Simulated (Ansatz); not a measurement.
**SiO2 under changes of volume**

One of the cells (17.411 Å³/atom); the others are scaled copies at fixed shape and fractional positions:

```
Si O
1.0
    -4.47204    4.47204    2.61177
     4.47204   -4.47204    2.61177
     4.47204    4.47204   -2.61177
Si O
4 8
Direct
  0.82311 0.82311 0.64622
  0.17689 0.82311 0.00000
  0.82311 0.17689 0.00000
  0.17689 0.17689 0.35378
  0.00000 0.79145 0.79145
  0.20855 0.00000 0.20855
  0.79145 0.00000 0.79145
  0.00000 0.20855 0.20855
  0.00000 0.00000 0.50000
  0.50000 0.00000 0.00000
  0.00000 0.50000 0.00000
  0.50000 0.50000 0.50000
```

The cell comes from a database or a generator and needn't be the stable form of this composition.

```yaml
Program: Ansatz 0.2.0
Functional: PBE
Potentials_or_basis: Ansatz PAW
Cutoff: "420 eV (not typed: the program's choice for these potentials)"
k_mesh: 6 × 6 × 6
Occupations: fermi-dirac, width 0.05 eV
Spin: no spin polarisation
```

```tsv
volume (Å³/atom)	energy over the lowest point (meV/atom)	pressure (GPa)	gap on the mesh (eV)	largest force (eV/Å)
16.366	?	?	?	?
16.715	34.86	10.4	5.56	0.483
17.063	16.13	6.9	5.51	0.344
17.411	4.72	3.7	5.46	0.216
17.759	0.00	0.7	5.39	0.099
18.108	1.32	-1.9	5.30	0.065
18.456	8.16	-4.3	5.20	0.107
```

What does the run at 16.366 Å³/atom give?

Energy over the lowest point 61.79 meV/atom; pressure 14.4 GPa; gap on the mesh 5.60 eV; largest force 0.634 eV/Å.

Worked out: A Birch-Murnaghan fit of order 3 (a polynomial in V^(-2/3)) to the other rows has its minimum at 17.85 Å³/atom with B0 = V·E''(V) = 139 GPa and B' = 3.9 at fixed shape and positions, which overstates the stiffness. It gives 61.77 meV/atom at 16.366 Å³/atom, against the run's 61.79, and -dE/dV = 14.3 GPa, against 14.4. A parabola through the other rows of the gap, of slope -0.719 eV per unit of ln V there, extrapolates to 5.58 eV, against the run's 5.60.

Energies are extrapolated to zero smearing.

A mesh can miss the band edges.
